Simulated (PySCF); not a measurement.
Trends in electronic spectra. The calculation used TDDFT CAM-B3LYP/def2-SVPD, vertical, gas phase, core orbitals frozen in the response (PySCF 2.14.0, density-fitted response routines). Geometries: GFN2-xTB; one conformer of each isolated species. Triplets are in the Tamm–Dancoff approximation.

Task: Rank by computed lowest singlet excitation energy, lowest first.
A. `c1cc2c(cn1)O[SiH2]O2`
B. `C#CCC(F)F`
C. `CC#CC(F)F`
D. `o1c(C#N)ccc1O[SiH3]`
E. `CCOCC`
F. `C1(CCC=1[Si@H](P)Cl)Cl`
G. `CC(C)CO`
H. `N#C[C@H]1CC(=O)[SiH2]C1=O`

Result: H (2.94 eV), D (5.11 eV), A (5.38 eV), F (5.85 eV), C (6.33 eV), B (6.66 eV), G (6.96 eV), E (7.15 eV).

| SMILES | S1 (eV) | first f ≥ 0.01 (nm) | f (S1) | LUMO (eV) | α (au) | S1 mainly |
| --- | --- | --- | --- | --- | --- | --- |
| N#C[C@H]1CC(=O)[SiH2]C1=O | 2.94 | 202 | 0.001 | -1.63 | 87.6 | H→L (84%) |
| N#Cc1ccc(O[SiH3])o1 | 5.11 | 243 | 0.377 | -0.13 | 95.3 | H→L (96%) |
| c1cc2c(cn1)O[SiH2]O2 | 5.38 | 230 | 0.004 | 0.52 | 87.2 | H-1→L+1 (91%) |
| P[Si@H](Cl)C1=C(Cl)CC1 | 5.85 | 212 | 0.145 | 0.16 | 123.2 | H→L (94%) |
| CC#CC(F)F | 6.33 | 162 | 0.000 | 1.09 | 50.0 | H→L+1 (85%) |
| C#CCC(F)F | 6.66 | 158 | 0.000 | 1.25 | 47.8 | H→L+1 (55%) |
| CC(C)CO | 6.96 | 152 | 0.004 | 1.24 | 55.5 | H→L (78%) |
| CCOCC | 7.15 | 173 | 0.026 | 1.46 | 57.1 | H→L (90%) |

H and L stand for HOMO and LUMO.

Mean S1 by what the SMILES shows (count): single bonds only 7.06 eV (2); a double or triple bond but no aromatic ring 5.45 eV (4); an aromatic ring 5.24 eV (2).
